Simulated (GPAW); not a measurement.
# MgO (Fm-3m) in GPAW: notebook

Aim: see how the results for MgO move with the level of theory and the settings. Levels: PBE, PBEsol, PBEsol+D3, PBEsol+D3(BJ), PBEsol+D3(BJ)+ATM. Tasks: single point, relaxation of cell and atoms.

Program: GPAW 26.7.0. These are calculated values, not measurements. Logs are shortened: lines on timing, memory, paths and dates and some standing lists are left out, and cuts for length are marked. The log counts tension as positive stress, the text compression.

**The experiment to reproduce.**

“Electronic structure of alkaline earth and post-transition metal oxides”, 2009, arxiv:0908.1581 quotes, for a bulk crystal of MgO: band gap 7.83 eV.

The results are compared with them further down.

### Step 1. Starting point

Symmetry: Fm-3m, No. 225, cubic system. The conventional cell has a = 4.194 Å, b = 4.194 Å, c = 4.194 Å, α = 90.00°, β = 90.00°, γ = 90.00°. Mg (site symmetry m-3m) has 6 O at 2.10 Å as nearest neighbours. O (site symmetry m-3m) has 6 Mg at 2.10 Å as nearest neighbours.

The cell is a database's computed one.

### Step 2. Single point, PBE

The input, run.py:

```python
from ase import Atoms
from ase.dft.bandgap import bandgap
from ase.io import write
from ase.units import GPa
from gpaw import GPAW, PW

atoms = Atoms(['Mg', 'O'],
              cell=[[0.0, 2.0970013927, 2.0970013927],
                    [2.0970013927, 0.0, 2.0970013927],
                    [2.0970013927, 2.0970013927, 0.0]],
              scaled_positions=[[0.0, 0.0, 0.0],
                                [0.5, 0.5, 0.5]],
              pbc=True)

calc = GPAW(mode=PW(600),
            xc='PBE',
            kpts={'size': (9, 9, 9), 'gamma': True},
            occupations={'name': 'fermi-dirac', 'width': 0.05},
            nbands=16,
            maxiter=120,
            txt='gpaw.txt')
atoms.calc = calc
energy = atoms.get_potential_energy()
forces = atoms.get_forces()
stress = atoms.get_stress()
calc.write('gs.gpw')
write('result.traj', atoms)
print(f'Energy: {energy:.6f} eV')
print('Forces (eV/A):')
print(forces.round(4))
print('Stress (GPa):', (stress / GPa).round(3))
print('Fermi level:', round(calc.get_fermi_level(), 4), 'eV')
print(f'Gap: {bandgap(calc)[0]:.4f} eV, direct: {bandgap(calc, direct=True)[0]:.4f} eV')
```

Potentials or basis: GPAW PAW data sets (gpaw-data 1.2.1), pw.

Run with:

```
$ OMP_NUM_THREADS=1 python run.py
```

gpaw.txt:

```text
__  _  _
 | _ |_)|_||  |
 |__||  | ||/\| - 26.7.0

Input parameters:
  mode=PW(ecut=600.0),
  kpts=MonkhorstPack(size=(9, 9, 9), gamma=True),
  maxiter=120,
  nbands=16,
  occupations=Occupations(name='fermi-dirac', width=0.05),
  xc=XC(name='PBE')

Diagonalizing LCAO Hamiltonian
Converting LCAO to pw mode

              O

       Mg

Atoms  # Å, Bohr magnetons
|   | symbol |        x |        y |        z |    initial magnetic moments |
|---|--------|----------|----------|----------|-----------------------------|
| 0 |     Mg | 0.000000 | 0.000000 | 0.000000 | ( 0.0000,  0.0000,  0.0000) |
| 1 |      O | 2.097001 | 2.097001 | 2.097001 | ( 0.0000,  0.0000,  0.0000) |

Unit cell  # Å
| periodic |        x |        y |        z |  lengths |    angles |
|----------|----------|----------|----------|----------|-----------|
|      yes | 0.000000 | 2.097001 | 2.097001 | 2.965608 | 60.000000 |
|      yes | 2.097001 | 0.000000 | 2.097001 | 2.965608 | 60.000000 |
|      yes | 2.097001 | 2.097001 | 0.000000 | 2.965608 | 60.000000 |

Number of symmetries: 48
Symmetry operations  # r_c * U_cc + t_c -> r_c
|    | kind |            matrix            |
|----|------|------------------------------|
|  0 |  σ   |  1, 0, 0,  1, 0,-1,  1,-1, 0 |
|  1 |  C2  |  1, 0, 0,  1,-1, 0,  1, 0,-1 |
|  2 |  E   |  1, 0, 0,  0, 1, 0,  0, 0, 1 |
|  3 |  σ   |  1, 0, 0,  0, 0, 1,  0, 1, 0 |
|  4 |  C4  |  1, 0,-1,  1, 0, 0,  1,-1, 0 |
|  5 |  S6  |  1, 0,-1,  1,-1, 0,  1, 0, 0 |
|  6 |  σ   |  1, 0,-1,  0, 1,-1,  0, 0,-1 |
|  7 |  C3  |  1, 0,-1,  0, 0,-1,  0, 1,-1 |
|  8 |  S6  |  1,-1, 0,  1, 0, 0,  1, 0,-1 |
|  9 |  C4  |  1,-1, 0,  1, 0,-1,  1, 0, 0 |
| 10 |  C3  |  1,-1, 0,  0,-1, 1,  0,-1, 0 |
| 11 |  σ   |  1,-1, 0,  0,-1, 0,  0,-1, 1 |
| 12 |  σ   |  0, 1, 0,  1, 0, 0,  0, 0, 1 |
| 13 |  C4  |  0, 1, 0,  0, 1,-1, -1, 1, 0 |
| 14 |  C3  |  0, 1, 0,  0, 0, 1,  1, 0, 0 |
| 15 |  S6  |  0, 1, 0, -1, 1, 0,  0, 1,-1 |
| 16 |  C2  |  0, 1,-1,  1, 0,-1,  0, 0,-1 |
| 17 |  σ   |  0, 1,-1,  0, 1, 0, -1, 1, 0 |
| 18 |  S4  |  0, 1,-1,  0, 0,-1,  1, 0,-1 |
| 19 |  C4  |  0, 1,-1, -1, 1, 0,  0, 1, 0 |
| 20 |  C3  |  0, 0, 1,  1, 0, 0,  0, 1, 0 |
| 21 |  σ   |  0, 0, 1,  0, 1, 0,  1, 0, 0 |
| 22 |  S6  |  0, 0, 1,  0,-1, 1, -1, 0, 1 |
| 23 |  C4  |  0, 0, 1, -1, 0, 1,  0,-1, 1 |
| 24 |  S4  |  0, 0,-1,  1, 0,-1,  0, 1,-1 |
| 25 |  C3  |  0, 0,-1,  0, 1,-1,  1, 0,-1 |
| 26 |  C2  |  0, 0,-1,  0,-1, 0, -1, 0, 0 |
| 27 |  S6  |  0, 0,-1, -1, 0, 0,  0,-1, 0 |
| 28 |  S4  |  0,-1, 1,  1,-1, 0,  0,-1, 0 |
| 29 |  C4  |  0,-1, 1,  0, 0, 1, -1, 0, 1 |
| 30 |  C2  |  0,-1, 1,  0,-1, 0,  1,-1, 0 |
| 31 |  σ   |  0,-1, 1, -1, 0, 1,  0, 0, 1 |
| 32 |  C3  |  0,-1, 0,  1,-1, 0,  0,-1, 1 |
| 33 |  S6  |  0,-1, 0,  0, 0,-1, -1, 0, 0 |
| 34 |  S4  |  0,-1, 0,  0,-1, 1,  1,-1, 0 |
| 35 |  C2  |  0,-1, 0, -1, 0, 0,  0, 0,-1 |
| 36 |  C2  | -1, 1, 0,  0, 1, 0,  0, 1,-1 |
| 37 |  S6  | -1, 1, 0,  0, 1,-1,  0, 1, 0 |
| 38 |  S4  | -1, 1, 0, -1, 0, 1, -1, 0, 0 |
| 39 |  C3  | -1, 1, 0, -1, 0, 0, -1, 0, 1 |
| 40 |  S6  | -1, 0, 1,  0, 0, 1,  0,-1, 1 |
| 41 |  C2  | -1, 0, 1,  0,-1, 1,  0, 0, 1 |
| 42 |  C3  | -1, 0, 1, -1, 1, 0, -1, 0, 0 |
| 43 |  S4  | -1, 0, 1, -1, 0, 0, -1, 1, 0 |
| 44 |  C2  | -1, 0, 0,  0, 0,-1,  0,-1, 0 |
| 45 |  i   | -1, 0, 0,  0,-1, 0,  0, 0,-1 |
| 46 |  σ   | -1, 0, 0, -1, 1, 0, -1, 0, 1 |
| 47 |  C2  | -1, 0, 0, -1, 0, 1, -1, 1, 0 |

BZ-sampling:
  Number of BZ points: 729
  Number of IBZ points: 35

  Monkhorst-Pack size: [9, 9, 9]
  Monkhorst-Pack shift: [0, 0, 0]

K-points  # in reciprocal-cell coordinates
|     |                                coordinates |     weight |
|-----|--------------------------------------------|------------|
|   0 | (  0.00000000,   0.00000000,   0.00000000) | 0.00137174 |
|   1 | (  0.11111111,   0.11111111,   0.00000000) | 0.00823045 |
|   2 | (  0.11111111,   0.11111111,   0.11111111) | 0.01097394 |
|   3 | (  0.22222222,   0.11111111,   0.11111111) | 0.01646091 |
|   4 | (  0.22222222,   0.22222222,   0.00000000) | 0.00823045 |
|   5 | (  0.22222222,   0.22222222,   0.11111111) | 0.03292181 |
|   6 | (  0.22222222,   0.22222222,   0.22222222) | 0.01097394 |
|   7 | (  0.33333333,   0.22222222,   0.11111111) | 0.03292181 |
|   8 | (  0.33333333,   0.22222222,   0.22222222) | 0.03292181 |
|   9 | (  0.33333333,   0.33333333,  -0.33333333) | 0.01646091 |
| ... |                                            |            |
|  34 | (  0.44444444,   0.44444444,   0.44444444) | 0.01097394 |

Plane wave coefficients: 625
Cutoff: 600.0 eV

Spin-components: 1 (collinear spins)
Bands:           16
Projectors:      10
Spin-degeneracy: 2
Datatype:        complex128

Parallelization:
  kpt:    1
  domain: 1
  band:   1

Density:
  Valence electrons: 16.0
  Components: 1
  Grid points: [18 18 18]
  Charge: 0.0  # |e|

Potential:
  Grid points: [18 18 18]

species:
  Mg:
    name:    Magnesium
    Z:       12.0
    valence: 10
    core:    2
    charge:  0.0  # [|e|]
    compensation charges:
      type: gauss
      rc: 0.33  # [Å]
      lmax: 2
    cutoffs:
      filter: 1.86  # [Å]
      core: 0.54  # [Å]
    projectors
    | kind |    occ | energy [eV] | rcut [Å] |
    |------|--------|-------------|----------|
    |   2s |  2.000 |     -79.840 |    1.090 |
    |   3s |  2.000 |      -4.705 |    1.090 |
    |   2p |  6.000 |     -46.613 |    1.085 |
    |   3p |  0.000 |      -1.330 |    1.085 |
    |    d |        |       0.000 |    1.037 |

    Using partial waves for Mg as LCAO basis

  O:
    name:    Oxygen
    Z:       8.0
    valence: 6
    core:    2
    charge:  0.0  # [|e|]
    compensation charges:
      type: gauss
      rc: 0.21  # [Å]
      lmax: 2
    cutoffs:
      filter: 1.17  # [Å]
      core: 0.83  # [Å]
    projectors
    | kind |    occ | energy [eV] | rcut [Å] |
    |------|--------|-------------|----------|
    |   2s |  2.000 |     -23.961 |    0.688 |
    |   2p |  4.000 |      -9.029 |    0.598 |
    |    s |        |       3.251 |    0.688 |
    |    p |        |      18.182 |    0.598 |
    |    d |        |       0.000 |    0.619 |

    Using partial waves for O as LCAO basis

Reference energy: -7490.497190  # eV

eigensolver:
  PPCG
  Converge bands: occupied
  niter=2

density mixing:
  MSR1-Mixer
  Pratt-step length: 0.05
  Maximum mixing coefficient: 0.75
  Old densities: 10
  SVD Regularization: 0.005
  Good broyden scale: 1.0
  Trust region scale: 1.0
  Backstep threshold: 4.0
  History deletion threshold: 6.0
  Fourier metric: weight=20.0, sigma=0.015

occupation numbers:
  Fermi-Dirac:
    width: 0.0500  # eV

poisson solver:
  ecut: 4800.0  # eV

xc functional:
  name: PBE with 2 nearest neighbor stencil

convergence criteria:
- Maximum [total energy] change in last 3 cyles: 0.0005 eV / valence electron
- Maximum integral of absolute [dens]ity change: 0.0001 electrons / valence electron
- Maximum integral of absolute [eigenst]ate change: 4e-08 eV^2 / valence electron
maximum number of iterations: 120

SCF iterations
|iter     | |      energy | eigst |  dens |
|---------|-|-------------|-------|-------|
|iter:   1| |  -13.414550 | +0.09 |       |
|iter:   2| |  -13.064171 | -2.16 | -0.99 |
|iter:   3| |  -12.100738 | -1.41 | -1.04 |
|iter:   4| |  -12.105890 | -3.12 | -1.59 |
|iter:   5| |  -12.111139 | -3.09 | -1.85 |
|iter:   6| |  -12.111199c| -5.34 | -3.01 |
|iter:   7| |  -12.111218c| -6.22 | -3.39 |
|iter:   8| |  -12.111218c| -8.01c| -4.39c|

Converged in 8 steps
Energy contributions relative to reference atoms: (reference = -7490.497190)

Energy contributions:
  Kinetic:          12.536381
  Coulomb:         -10.341534
  Zero:              0.109118
  External:          0.000000
  Xc:              -14.415183
  Entropy:          -0.000000
  Spinorbit:         0.000000
  ----------------------------
  Free energy:     -12.111218
  Extrapolated:    -12.111218

dipole moment: (-6.014515, -6.014515, -6.014515)  # |e|*Ang

Fermi level: 5.940
Eigenvalues  # (at kpt = [0.000, 0.000, 0.000])
| band index |      eig [eV] | occ [0-2] |
|------------|---------------|-----------|
|          0 |       -67.345 |     2.000 |
|          1 |       -34.088 |     2.000 |
|          2 |       -34.088 |     2.000 |
|          3 |       -34.088 |     2.000 |
|          4 |       -12.282 |     2.000 |
|          5 |         5.013 |     2.000 |
[... 8 lines left out ...]
|         14 |        26.674 |     0.000 |
|         15 |        29.621 |     0.000 |

Gap: 4.886 eV
Transition (v -> c):
  (s=0, k=0, n=7, [0.00, 0.00, 0.00]) -> (s=0, k=0, n=8, [0.00, 0.00, 0.00])
No difference between direct/indirect transitions

Forces  # eV/Ang
|        x |        y |        z |
|----------|----------|----------|
| -0.00000 | -0.00000 |  0.00000 |  # Mg   0
|  0.00000 | -0.00000 | -0.00000 |  # O    1

Stress tensor  # eV/Ang^3
|         x |         y |         z |
|-----------|-----------|-----------|
| -0.012086 | -0.000000 | -0.000000 |
| -0.000000 | -0.012086 |  0.000000 |
| -0.000000 |  0.000000 | -0.012086 |

# Writing to gs.gpw (mode='')
```

Wall time 10 s (1 thread of Arm Neoverse V1, shared host); peak memory 0.13 GiB.

Results:

```yaml
Free_energy: -12.1112 eV
Pressure: 1.9 GPa
Band_gap_on_the_k_mesh: 4.89 eV, direct
```

Levels at points of the mesh, in eV from the valence-band top:
| k point | band 6 | band 7 | band 8 | band 9 | band 10 | band 11 |
| --- | --- | --- | --- | --- | --- | --- |
| (0.00, 0.00, 0.00) | 0.00 | 0.00 | 0.00 | 4.89 | 15.90 | 15.90 |

Caveat: the cutoff is short for stress and forces, so pressures can be off by a GPa or more.

(Part 1 of 2 ends here.)
